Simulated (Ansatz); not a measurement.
TiC in Ansatz: convergence with ecutrho ratio

Input of the first run (ecutrho ratio 4); the others differ in this setting and in those tied to it:

The input input.yaml:

```yaml
crystal:
  lattice:
    - [0.0, 2.1657188437, 2.1657188437]
    - [2.1657188437, 0.0, 2.1657188437]
    - [2.1657188437, 2.1657188437, 0.0]
  atoms:
    - { symbol: Ti, position: [0.0, 0.0, 0.0] }
    - { symbol: C, position: [0.5, 0.5, 0.5] }
hamiltonian:
  xc: pbe
  pseudopotentials: { kind: nc, accuracy: standard }
kpoints:
  mp_grid: { grid: [9, 9, 9] }
scf:
  occupations: { method: fermi_dirac, width: 0.05 }
output:
  forces: true
  stress: true
  eigenvalues: true
basis:
  ecutrho_ratio: 4
```

Potentials or basis: PseudoDojo standard (PBE files).

Run with:

```console
$ ansatz run input.yaml --threads 2 --pin off --max-ram 5632MiB --backend cpu --events-out ev --progress --plain --runs-dir out
```

The cell is a database's computed one.

Hardware: 2 threads of Intel(R) Xeon(R) 6975P-C (Granite Rapids), with other jobs on the host.

```csv
ecutrho ratio,"energy less the tightest run, at zero smearing (meV/atom)",SCF cycles,CPU time (s),peak memory (GiB)
4,0.00,9,1.2,0.33
5,0.00,9,1.3,0.34
6,0.00,9,1.3,0.36
8,0.00,9,1.4,0.38
10,0.00,9,1.4,0.42
12,0.00,9,1.6,0.47
```

Against the tightest run, the energy stays within 1 meV/atom from 4 on. The tightest run that finished is the yardstick and may itself not be fully converged.
